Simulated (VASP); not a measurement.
Runs of VASP 6.6.1 on Sr. Symmetry: P6_3/mmc, No. 194, hexagonal system. The conventional cell has a = 4.310 Å, b = 4.310 Å, c = 7.050 Å, α = 90.00°, β = 90.00°, γ = 120.00°. Around Sr (site symmetry -6m2) lie 12 Sr at 4.31 Å. This isn't the form of Sr at room conditions, which is fcc.

```tsv
task	level	cell	gap on the mesh (eV)	pressure (GPa)
single point	PBE	as given	none	-0.2
electric field gradients	r2SCAN	as given	none	(a)
electric field gradients	PBEsol	as given	none	-0.8
single point	PBE	z stretched by +1 % at fixed volume	none	-0.2
```

Alike in all rows: potentials or basis VASP PAW PBE potentials, release 64 (Sr_sv); no spin polarisation; k mesh 9 × 9 × 5; cutoff (eV) 520; smearing fermi-dirac 0.03 eV.

**Question.** Fill in the values left out.

**Answer.** (a) 0.2.

Caveats: the PAW data sets were made with another functional, which shifts forces and pressure a little (some runs).

A k mesh can miss the band edges, and the runs leave out spin-orbit coupling on Sr.

A gap of «none» marks a metal or a gap under the smearing width.
